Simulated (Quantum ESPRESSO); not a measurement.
**Ir: phonons at L under several settings**

```
CELL_PARAMETERS angstrom
0.00000 1.91560 1.91560
1.91560 0.00000 1.91560
1.91560 1.91560 0.00000
ATOMIC_POSITIONS crystal
Ir 0.00000 0.00000 0.00000
```

All runs used Quantum ESPRESSO 7.5; potentials PseudoDojo 0.4.1 SR LDA standard; k mesh 12 × 12 × 12; no spin polarisation; cutoff 762 eV; occupations cold, width 0.2 eV.

```tsv
level	geometry	volume (Å³/atom)	pressure (GPa)	frequencies (cm⁻¹)
LDA	relaxed at 0 GPa	13.76	-0.2	124 124 211
LDA	relaxed at 2 GPa	?	1.8	?
LDA	relaxed at 5 GPa	13.60	4.7	127 127 218
LDA	relaxed at 10 GPa	13.45	9.6	129 129 224
LDA	relaxed at 15 GPa	13.31	14.5	132 132 231
```

What stands in the row left open?

Volume 13.69 Å³/atom; frequencies 125 125 214 cm⁻¹.

Caveats: the cell is more than 3 GPa from zero pressure, which shifts response properties (some runs).
